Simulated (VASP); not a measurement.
GaAs: relaxation of cell and atoms with PBE-EpsX

The system is GaAs.

```xyz
2
Lattice="0.0000 2.8268 2.8268 2.8268 0.0000 2.8268 2.8268 2.8268 0.0000" Properties=species:S:1:pos:R:3 pbc="T T T"
As    4.2403    4.2403    4.2403
Ga    0.0000    0.0000    0.0000
```

```
Program                            : VASP 6.6.1
Task                               : relaxation of cell and atoms
Functional                         : PBE-EpsX
Potentials or basis                : VASP PAW PBE potentials, release 64 (As, Ga_d)
Cutoff                             : 600 eV
k mesh                             : 4 × 4 × 4
Occupations                        : fermi-dirac, width 0.05 eV
Spin                               : no spin polarisation
Grid for exact exchange (PRECFOCK) : Fast
Exchange at q = 0                  : truncated
Share of exact exchange            : 0.0348
Further INCAR settings             : ALGO = Normal; EDIFF = 1e-06; IBRION = 2; EDIFFG = -0.02; NSW = 40; ISIF = 3
```

| Quantity | Value |
| --- | --- |
| Relaxed volume | 23.69 Å³/atom |
| Relaxed cell | a = 4.062 Å, b = 4.062 Å, c = 4.062 Å, α = 60.00°, β = 60.00°, γ = 60.00° |
| Space group after relaxing (to 0.05 Å) | F-43m (No. 216) |
| Energy gained by relaxing | 10.8 meV/atom |
| Ionic steps | 3 |
| Pressure after relaxing | 0.1 GPa |
| Band gap on the k mesh | 0.36 eV, direct |

Step by step:
```
step  energy change (eV)  largest force (eV/Å)  pressure (GPa)  volume (Å³)
   1              0.0000                0.0000            3.37        45.18
   2             -0.0182                0.0000           -1.13        48.35
   3             -0.0216                0.0000            0.08        47.38
```

Final structure:
```
As Ga
1.0
     0.00000    2.87194    2.87194
     2.87194    0.00000    2.87194
     2.87194    2.87194    0.00000
As Ga
1 1
Direct
  0.75000 0.75000 0.75000
  0.00000 0.00000 0.00000
```

Levels at points of the mesh, in eV from the valence-band top:
| k point | band 7 | band 8 | band 9 | band 10 | band 11 | band 12 |
| --- | --- | --- | --- | --- | --- | --- |
| (0.00, 0.00, 0.00) | 0.00 | 0.00 | 0.00 | 0.36 | 3.89 | 3.89 |
| (0.50, 0.00, 0.00) | -6.50 | -1.10 | -1.10 | 1.04 | 4.80 | 4.80 |
| (0.50, 0.50, 0.00) | -6.72 | -2.57 | -2.57 | 1.70 | 1.84 | 10.06 |

Wall time 7.2 min on 1 thread of Intel(R) Xeon(R) 6975P-C (Granite Rapids), with other jobs on the host, peak memory 0.34 GiB.

Caveat: the k mesh is coarse (spacing up to 0.48 Å⁻¹), so the values aren't converged, least of all with exact exchange; the PAW data sets were made with another functional, which shifts forces and pressure a little. Zero-point motion and thermal expansion aren't in these numbers.
